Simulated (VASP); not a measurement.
# Ti (Pm-3m) in VASP: notebook

The runs below take Ti through single point, with BLYP.

Program: VASP 6.6.1. These are calculated values, not measurements. Logs are shortened: lines on timing, memory, paths and dates and some standing lists are left out, and cuts for length are marked.

## (1) The structure

Symmetry: Pm-3m, No. 221, cubic system. The conventional cell has a = 2.674 Å, b = 2.674 Å, c = 2.674 Å, α = 90.00°, β = 90.00°, γ = 90.00°. Ti (site symmetry m-3m) is surrounded by 6 Ti at 2.67 Å.

This isn't the form of Ti at room conditions, which is hcp.

## (2) Single point, BLYP

The input, INCAR:

```
SYSTEM = Ti
AGGAC = 1.0
AGGAX = 1.0
ALDAC = 0.0
ALDAX = 1.0
ALGO = Normal
EDIFF = 1E-7
ENCUT = 520
GGA = B5
ISIF = 2
ISMEAR = -1
LASPH = .True.
LCHARG = .False.
LREAL = .False.
LWAVE = .False.
NBANDS = 12
NELM = 80
PREC = Accurate
SIGMA = 0.1
```

The input, KPOINTS:

```
k-points
0
Gamma
  19 19 19
  0 0 0
```

The input, POSCAR:

```
Ti
1.0
    2.6743258376      0.0000000000      0.0000000000
    0.0000000000      2.6743258376      0.0000000000
    0.0000000000      0.0000000000      2.6743258376
Ti
1
Direct
    0.0000000000      0.0000000000      0.0000000000
```

Potentials or basis: VASP PAW PBE potentials, release 64 (Ti_sv).

Started as:

```
$ cat potpaw_PBE.64/Ti_sv/POTCAR > POTCAR
$ mpirun -np 1 vasp_std > vasp.out
```

OUTCAR:

```text
SYSTEM = Ti
   EDIFF = 1E-7
   ENCUT = 520
   GGA = B5
   ISIF = 2
   ISMEAR = -1
   LASPH = .True.
   LREAL = .False.
   NELM = 80
   PREC = Accurate

 ion  position               nearest neighbor table
   1  0.000  0.000  0.000-

  LATTYP: Found a simple cubic cell.
 ALAT       =     2.6743258376

  Lattice vectors:

 A1 = (   2.6743258376,   0.0000000000,   0.0000000000)
 A2 = (   0.0000000000,   2.6743258376,   0.0000000000)
 A3 = (   0.0000000000,   0.0000000000,   2.6743258376)

Analysis of symmetry for initial positions (statically):
=====================================================================
 Subroutine PRICEL returns:
 Original cell was already a primitive cell.

 Routine SETGRP: Setting up the symmetry group for a
 simple cubic supercell.

 Subroutine GETGRP returns: Found 48 space group operations
 (whereof 48 operations were pure point group operations)
 out of a pool of 48 trial point group operations.

The static configuration has the point symmetry O_h .

Analysis of symmetry for dynamics (positions and initial velocities):
=====================================================================
 Subroutine PRICEL returns:
 Original cell was already a primitive cell.

 Routine SETGRP: Setting up the symmetry group for a
 simple cubic supercell.

 Subroutine GETGRP returns: Found 48 space group operations
 (whereof 48 operations were pure point group operations)
 out of a pool of 48 trial point group operations.

The dynamic configuration has the point symmetry O_h .

 Subroutine INISYM returns: Found 48 space group operations
 (whereof 48 operations are pure point group operations),
 and found     1 'primitive' translations

----------------------------------------------------------------------------------------

                                     Primitive cell

  volume of cell :      19.1268

  direct lattice vectors                    reciprocal lattice vectors
     2.674325838  0.000000000  0.000000000     0.373926014  0.000000000  0.000000000
     0.000000000  2.674325838  0.000000000     0.000000000  0.373926014  0.000000000
     0.000000000  0.000000000  2.674325838     0.000000000  0.000000000  0.373926014

  length of vectors
     2.674325838  2.674325838  2.674325838     0.373926014  0.373926014  0.373926014

  position of ions in fractional coordinates (direct lattice)
     0.000000000  0.000000000  0.000000000

  ion indices of the primitive-cell ions
   primitive index   ion index
                 1           1

----------------------------------------------------------------------------------------

 KPOINTS: k-points

Automatic generation of k-mesh.
 Grid dimensions read from file:
 generate k-points for:   19   19   19

 Generating k-lattice:

  Cartesian coordinates                     Fractional coordinates (reciprocal lattice)
     0.019680317  0.000000000  0.000000000     0.052631579  0.000000000  0.000000000
     0.000000000  0.019680317  0.000000000     0.000000000  0.052631579  0.000000000
     0.000000000  0.000000000  0.019680317     0.000000000  0.000000000  0.052631579

  Length of vectors
     0.019680317  0.019680317  0.019680317

  Shift w.r.t. Gamma in fractional coordinates (k-lattice)
     0.000000000  0.000000000  0.000000000

 Subroutine IBZKPT returns following result:
 ===========================================

 Found    220 irreducible k-points:

 Following reciprocal coordinates:
            Coordinates               Weight
  0.000000  0.000000  0.000000      1.000000
  0.052632  0.000000  0.000000      6.000000
  0.105263  0.000000  0.000000      6.000000
  0.157895  0.000000  0.000000      6.000000
  0.210526  0.000000  0.000000      6.000000
  0.263158  0.000000  0.000000      6.000000
[... 16 lines left out ...]
  0.263158  0.105263  0.000000     24.000000
  0.315789  0.105263  0.000000     24.000000
 [... further k-points ...]
   k-points           NKPTS =    220   k-points in BZ     NKDIM =    220   number of bands    NBANDS=     12
   number of dos      NEDOS =    301   number of ions     NIONS =      1
   total plane-waves  NPLWV =   8000
   dimension x,y,z NGX =    20 NGY =   20 NGZ =   20
   dimension x,y,z NGXF=    40 NGYF=   40 NGZF=   40
   ions per type =               1
   NGX,Y,Z   is equivalent  to a cutoff of  12.43, 12.43, 12.43 a.u.
   NGXF,Y,Z  is equivalent  to a cutoff of  24.87, 24.87, 24.87 a.u.
 SYSTEM =  Ti
   PREC   = accura    normal or accurate (medium, high low for compatibility)
   ISTART =      0    job   : 0-new  1-cont  2-samecut
   ICHARG =      2    charge: 1-file 2-atom 10-const
   ISPIN  =      1    spin polarized calculation?
   LNONCOLLINEAR =      F non collinear calculations
   LSORBIT =      F    spin-orbit coupling
   LASPH  =      T    aspherical Exc in radial PAW
   ENCUT  =  520.0 eV  38.22 Ry    6.18 a.u.   4.97  4.97  4.97*2*pi/ulx,y,z
   NELM   =     80;   NELMIN=  2; NELMDL= -5     # of ELM steps
   EDIFF  = 0.1E-06   stopping-criterion for ELM
   LREAL  =      F    real-space projection
   EDIFFG = 0.1E-05   stopping-criterion for IOM
   NSW    =      0    number of steps for IOM
   IBRION =     -1    ionic relax: 0-MD 1-quasi-New 2-CG
   NFREE  =      0    steps in history (QN), initial steepest desc. (CG)
   ISIF   =      2    stress and relaxation
   ISYM   =      2    0-nonsym 1-usesym 2-fastsym
   POTIM  = 0.5000    time-step for ionic-motion
   TEBEG  =    0.0;   TEEND  =   0.0 temperature during run
   PSTRESS=    0.0 pullay stress
   NELECT =      12.0000    total number of electrons
   NUPDOWN=      -1.0000    fix difference up-down
   EMIN   =  10.00;   EMAX   =-10.00  energy-range for DOS
   EFERMI =   0.00;   METHOD = LEGACY
   ISMEAR =    -1;   SIGMA  =   0.10  broadening in eV -4-tet -1-fermi 0-gaus
   EFERMI_NEDOS =   21; number of points for ismear=-14 and -15
   IALGO  =     38    algorithm
   IMIX   =      4    mixing-type and parameters
     AMIX     =   0.40;   BMIX     =  1.00
     AMIX_MAG =   1.60;   BMIX_MAG =  1.00
  volume/ion in A,a.u.               =      19.13       129.07
  Fermi-wavevector in a.u.,A,eV,Ry     =   1.401482  2.648417 26.723916  1.964152
  Thomas-Fermi vector in A             =   2.524339
   LORBIT       =      0    0 simple, 1 ext, 2 COOP (PROOUT), +10 PAW based schemes
   GGA     = B5    functional components
   LHFCALC =     F    Hartree Fock is set to
   AEXX    =    0.0000 exact exchange contribution
   IVDW    =     0    specifies the selected vdW correction
   LEPSILON=     F    determine dielectric tensor
   LRPA    =     F    only Hartree local field effects (RPA)
 non-spin polarized calculation
  energy-cutoff  :      520.00
  volume of cell :       19.13
 maximum number of plane-waves:       531
 NGX is ok and might be reduce to    20
   NGX =  9   NGY =  9   NGZ =  9

 number of electron      11.9999996 magnetization

 Free energy of the ion-electron system (eV)
  ---------------------------------------------------
  ext. energy  EPLUGINS =         0.00000000
  ---------------------------------------------------
  free energy    TOTEN  =        -6.10006159 eV

  energy without entropy =       -6.02542057  energy(sigma->0) =       -6.06274108

 E-fermi :   7.5970     XC(G=0): -10.3925

 val. band max:        7.5946835463   @ k =   0.4737   0.0000   0.0000
 cond. band min:       7.5981336749   @ k =   0.3684   0.3158   0.3158
 fundamental gap:      0.0034501286
 Fermi energy:         7.5969719210

 k-point     1 :       0.0000    0.0000    0.0000
  band No.  band energies     occupation
      1     -48.7613      2.00000
      2     -24.7603      2.00000
      3     -24.7603      2.00000
      4     -24.7603      2.00000
      5       2.1806      2.00000
      6       6.3347      1.99999
      7       6.3347      1.99999
      8      11.2901      0.00000
      9      11.2901      0.00000
     10      11.2901      0.00000
     11      22.9988      0.00000
     12      22.9988      0.00000

 k-point     2 :       0.0526    0.0000    0.0000
  band No.  band energies     occupation
      1     -48.7583      2.00000
      2     -24.7822      2.00000
      3     -24.7584      2.00000
      4     -24.7584      2.00000
      5       2.2501      2.00000
      6       6.3512      1.99999
      7       6.3841      1.99999
      8      11.2330      0.00000
      9      11.2330      0.00000
     10      11.2944      0.00000
     11      22.4053      0.00000
     12      23.1105      0.00000

 k-point     3 :       0.1053    0.0000    0.0000
  band No.  band energies     occupation
      1     -48.7498      2.00000
      2     -24.8452      2.00000
      3     -24.7531      2.00000
      4     -24.7531      2.00000
      5       2.4547      2.00000
      6       6.3992      1.99999
      7       6.5278      1.99995
      8      11.0720      0.00000
      9      11.0720      0.00000
     10      11.3066      0.00000
     11      21.1451      0.00000
     12      23.4354      0.00000
[... 286 lines left out ...]
 k-point    23 :       0.2632    0.1053    0.0000
  band No.  band energies     occupation
      1     -48.6907      2.00000
      2     -25.1787      2.00000
      3     -24.8052      2.00000
      4     -24.7162      2.00000
      5       3.9671      2.00000
      6       6.8268      1.99910
      7       7.4203      1.70801
      8      10.0504      0.00000
      9      10.2973      0.00000
     10      11.1817      0.00000
     11      17.4125      0.00000
     12      22.8697      0.00000

 k-point    24 :       0.3158    0.1053    0.0000
  band No.  band energies     occupation
      1     -48.6731      2.00000
      2     -25.3005      2.00000
      3     -24.7935      2.00000
      4     -24.7052      2.00000
      5       4.5181      2.00000
      6       6.9359      1.99731
      7       7.6046      0.96191
      8       9.8823      0.00000
      9      10.0394      0.00000
     10      11.2109      0.00000
     11      16.3179      0.00000
     12      23.3449      0.00000

 [... further k-points ...]

------------------------ aborting loop because EDIFF is reached ----------------------------------------

  FORCE on cell =-STRESS in cart. coord.  units (eV):
  Direction    XX          YY          ZZ          XY          YZ          ZX
  --------------------------------------------------------------------------------------
  -------------------------------------------------------------------------------------
  Total       -0.0262316     -0.0262316     -0.0262316      0.0000000      0.0000000     -0.0000000
  in kB       -2.1973122     -2.1973122     -2.1973122      0.0000000      0.0000000     -0.0000000
  external PRESSURE =      -2.1973122 kB  Pullay stress =       0.0000000 kB

 VOLUME and BASIS-vectors are now :
 -----------------------------------------------------------------------------
  energy-cutoff  :      520.00
  volume of cell :       19.13
      direct lattice vectors                 reciprocal lattice vectors
     2.674325838  0.000000000  0.000000000     0.373926014  0.000000000  0.000000000
     0.000000000  2.674325838  0.000000000     0.000000000  0.373926014  0.000000000
     0.000000000  0.000000000  2.674325838     0.000000000  0.000000000  0.373926014

 POSITION                                       TOTAL-FORCE (eV/Angst)
 -----------------------------------------------------------------------------------
      0.00000      0.00000      0.00000         0.000000      0.000000      0.000000
 -----------------------------------------------------------------------------------
    total drift:                                0.000000      0.000000      0.000000

  FREE ENERGIE OF THE ION-ELECTRON SYSTEM (eV)
  ---------------------------------------------------
  free  energy   TOTEN  =        -6.1000615922 eV

  energy  without entropy=       -6.0254205658  energy(sigma->0) =       -6.06274108
```

Wall time 23 s (1 thread of Intel Xeon Platinum 8488C (Sapphire Rapids), shared host); peak memory 0.16 GiB.

Results:

```yaml
Free_energy: -6.1001 eV
Pressure: -0.2 GPa
Band_gap_on_the_k_mesh: none (metal or under the smearing width)
```

Caveat: the PAW data sets were made with another functional, which shifts forces and pressure a little.

## (3) Single point, BLYP

This run uses another cell than the first one, of 18.36 Å³/atom, 0.960 times its volume.

The input, INCAR:

```
  PREC = Accurate
  ENCUT = 520
  EDIFF = 1E-6
  ISMEAR = -1
  SIGMA = 0.1
  LREAL = F
  LASPH = T
  NELM = 60
  ALGO = Normal
  ISIF = 2
  LWAVE = F
  LCHARG = F
  GGA = B5
  ALDAX = 1.0
  AGGAX = 1.0
  AGGAC = 1.0
  ALDAC = 0.0
  NBANDS = 12
```

The input, KPOINTS:

```
regular mesh
0
Gamma
  13 13 13
```

The input, POSCAR:

```
Ti
1.0
    2.6381818685      0.0000000000      0.0000000000
    0.0000000000      2.6381818685      0.0000000000
    0.0000000000      0.0000000000      2.6381818685
Ti
1
Direct
    0.0000000000      0.0000000000      0.0000000000
```

Potentials or basis: VASP PAW PBE potentials, release 64 (Ti_sv).

Started as:

```
$ cat potpaw_PBE.64/Ti_sv/POTCAR > POTCAR
$ mpirun -np 1 vasp_std > vasp.out
```

OUTCAR:

```text
PREC = Accurate
   ENCUT = 520
   EDIFF = 1E-6
   ISMEAR = -1
   LREAL = F
   LASPH = T
   NELM = 60
   ISIF = 2
   GGA = B5

 ion  position               nearest neighbor table
   1  0.000  0.000  0.000-

  LATTYP: Found a simple cubic cell.
 ALAT       =     2.6381818685

  Lattice vectors:

 A1 = (   2.6381818685,   0.0000000000,   0.0000000000)
 A2 = (   0.0000000000,   2.6381818685,   0.0000000000)
 A3 = (   0.0000000000,   0.0000000000,   2.6381818685)

Analysis of symmetry for initial positions (statically):
=====================================================================
 Subroutine PRICEL returns:
 Original cell was already a primitive cell.

 Routine SETGRP: Setting up the symmetry group for a
 simple cubic supercell.

 Subroutine GETGRP returns: Found 48 space group operations
 (whereof 48 operations were pure point group operations)
 out of a pool of 48 trial point group operations.

The static configuration has the point symmetry O_h .

Analysis of symmetry for dynamics (positions and initial velocities):
=====================================================================
 Subroutine PRICEL returns:
 Original cell was already a primitive cell.

 Routine SETGRP: Setting up the symmetry group for a
 simple cubic supercell.

 Subroutine GETGRP returns: Found 48 space group operations
 (whereof 48 operations were pure point group operations)
 out of a pool of 48 trial point group operations.

The dynamic configuration has the point symmetry O_h .

 Subroutine INISYM returns: Found 48 space group operations
 (whereof 48 operations are pure point group operations),
 and found     1 'primitive' translations

----------------------------------------------------------------------------------------

                                     Primitive cell

  volume of cell :      18.3618

  direct lattice vectors                    reciprocal lattice vectors
     2.638181868  0.000000000  0.000000000     0.379048925  0.000000000  0.000000000
     0.000000000  2.638181868  0.000000000     0.000000000  0.379048925  0.000000000
[... 114 lines left out ...]
 non-spin polarized calculation
  energy-cutoff  :      520.00
  volume of cell :       18.36
 maximum number of plane-waves:       505
 NGX is ok and might be reduce to    20
   NGX =  9   NGY =  9   NGZ =  9

 number of electron      11.9999993 magnetization

 Free energy of the ion-electron system (eV)
  ---------------------------------------------------
  ext. energy  EPLUGINS =         0.00000000
  ---------------------------------------------------
  free energy    TOTEN  =        -6.09345629 eV

  energy without entropy =       -6.02063769  energy(sigma->0) =       -6.05704699

 E-fermi :   8.0062     XC(G=0): -10.5757

 val. band max:        7.9979406323   @ k =   0.3077   0.0769   0.0769
 cond. band min:       8.0081654057   @ k =   0.3846   0.2308   0.1538
 fundamental gap:      0.0102247734
 Fermi energy:         8.0061932234

 k-point     1 :       0.0000    0.0000    0.0000
  band No.  band energies     occupation
      1     -48.3084      2.00000
      2     -24.2534      2.00000
      3     -24.2534      2.00000
      4     -24.2534      2.00000
      5       2.5041      2.00000
      6       6.6669      2.00000
      7       6.6669      2.00000
      8      11.8741      0.00000
      9      11.8741      0.00000
     10      11.8741      0.00000
     11      23.8482      0.00000
     12      23.8482      0.00000
[... 331 lines left out ...]
 k-point    24 :       0.3846    0.3077    0.0000
  band No.  band energies     occupation
      1     -48.1131      2.00000
      2     -24.9395      2.00000
      3     -24.7543      2.00000
      4     -24.1351      2.00000
      5       5.9879      2.00000
      6       7.4051      1.99511
      7       9.7841      0.00000
      8      10.4782      0.00000
      9      10.8700      0.00000
     10      11.0879      0.00000
     11      16.2186      0.00000
     12      20.7052      0.00000

 [... further k-points ...]

------------------------ aborting loop because EDIFF is reached ----------------------------------------

  FORCE on cell =-STRESS in cart. coord.  units (eV):
  Direction    XX          YY          ZZ          XY          YZ          ZX
  --------------------------------------------------------------------------------------
  -------------------------------------------------------------------------------------
  Total        0.3329927      0.3329927      0.3329927      0.0000000     -0.0000000      0.0000000
  in kB       29.0556837     29.0556837     29.0556837      0.0000000     -0.0000000      0.0000000
  external PRESSURE =      29.0556837 kB  Pullay stress =       0.0000000 kB

 VOLUME and BASIS-vectors are now :
 -----------------------------------------------------------------------------
  energy-cutoff  :      520.00
  volume of cell :       18.36
      direct lattice vectors                 reciprocal lattice vectors
     2.638181868  0.000000000  0.000000000     0.379048925  0.000000000  0.000000000
     0.000000000  2.638181868  0.000000000     0.000000000  0.379048925  0.000000000
     0.000000000  0.000000000  2.638181868     0.000000000  0.000000000  0.379048925

 POSITION                                       TOTAL-FORCE (eV/Angst)
 -----------------------------------------------------------------------------------
      0.00000      0.00000      0.00000         0.000000      0.000000      0.000000
 -----------------------------------------------------------------------------------
    total drift:                               -0.000000      0.000000      0.000000

  FREE ENERGIE OF THE ION-ELECTRON SYSTEM (eV)
  ---------------------------------------------------
  free  energy   TOTEN  =        -6.0934562899 eV

  energy  without entropy=       -6.0206376907  energy(sigma->0) =       -6.05704699
```

OSZICAR:

```text
N       E                     dE             d eps       ncg     rms          rms(c)
DAV:   1     0.911568348065E+02    0.91157E+02   -0.65607E+03  2016   0.120E+03
DAV:   2    -0.203479550820E+01   -0.93192E+02   -0.90481E+02  2048   0.297E+02
DAV:   3    -0.651681775245E+01   -0.44820E+01   -0.43594E+01  2832   0.662E+01
DAV:   4    -0.660307750414E+01   -0.86260E-01   -0.86016E-01  2256   0.809E+00
DAV:   5    -0.660514006389E+01   -0.20626E-02   -0.20617E-02  2536   0.112E+00    0.725E+00
DAV:   6    -0.606665968541E+01    0.53848E+00   -0.14214E+00  2160   0.158E+01    0.218E+00
DAV:   7    -0.607854314837E+01   -0.11883E-01   -0.44953E-02  2448   0.198E+00    0.127E+00
DAV:   8    -0.609334610680E+01   -0.14803E-01   -0.32062E-02  2156   0.197E+00    0.702E-02
DAV:   9    -0.609349399717E+01   -0.14789E-03   -0.19586E-03  2536   0.432E-01    0.743E-02
DAV:  10    -0.609347609737E+01    0.17900E-04   -0.18399E-04  2124   0.139E-01    0.211E-02
DAV:  11    -0.609345581606E+01    0.20281E-04   -0.16162E-05  2500   0.602E-02    0.490E-03
DAV:  12    -0.609345628994E+01   -0.47388E-06   -0.12841E-06  1980   0.113E-02
   1 F= -.60934563E+01 E0= -.60570470E+01  d E =-.728186E-01
```

It took 12 s on 1 thread of Intel Xeon Platinum 8488C (Sapphire Rapids), shared host; peak memory 0.13 GiB.

What came out:

```yaml
Free_energy: -6.0935 eV
Pressure: 2.9 GPa
Band_gap_on_the_k_mesh: none (metal or under the smearing width)
```

Caveat: the PAW data sets were made with another functional, which shifts forces and pressure a little.

[end of part 1 of 2]
